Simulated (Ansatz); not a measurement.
P (Cmce)

These are results of DFT r2SCAN, scalar-relativistic, plane waves, PAW (Ansatz 0.2.0), not measurements.

Cutoff 500 eV; k points 12×12×8 on the computed 4-atom cell (Γ-centred); Gaussian smearing, width 0.01 eV; no spin polarisation.

The structure is relaxed at this level of theory with its symmetry kept.

```
P
1.0
     1.64969   -5.51002    0.00000
     1.64969    5.51002    0.00000
     0.00000    0.00000    4.55802
P
4
Direct
  0.90461 0.09539 0.08853
  0.59539 0.40461 0.58853
  0.09539 0.90461 0.91147
  0.40461 0.59539 0.41147
```

| Item | Value |
| --- | --- |
| Space group | Cmce (No. 64) |
| Volume per atom | 20.72 Å³ |
| Formation energy from the elements' standard states (uncorrected) | 0.000 eV/atom |
| Generalised Kohn–Sham band gap | 0.25 eV, direct at Y |
| Löwdin character of the top 1 eV of the valence band | P 3p 87 %, P 3s 10 % |
| Löwdin character of the lowest 1 eV of the conduction band | P 3p 72 %, P 3s 17 %, unprojected 12 % |
| Electron masses at the edge by Cartesian direction of the standard setting (m_e; degenerate bands sorted by energy; no spin-orbit coupling) | x: 1.2; y: 0.20; z: 0.074 |
| Hole masses at the edge by Cartesian direction of the standard setting (m_e; degenerate bands sorted by energy; no spin-orbit coupling) | x: 2.3; y: 0.38; z: 0.070 |
| Bader charges (e) | P (4 in the cell) 0.00 |

Each cell of P holds layers, and where no dispersion correction was added their binding is poorly described.

Cost: 8 runs of about 18 core-minutes in all, on Arm Neoverse V1 (shared hosts).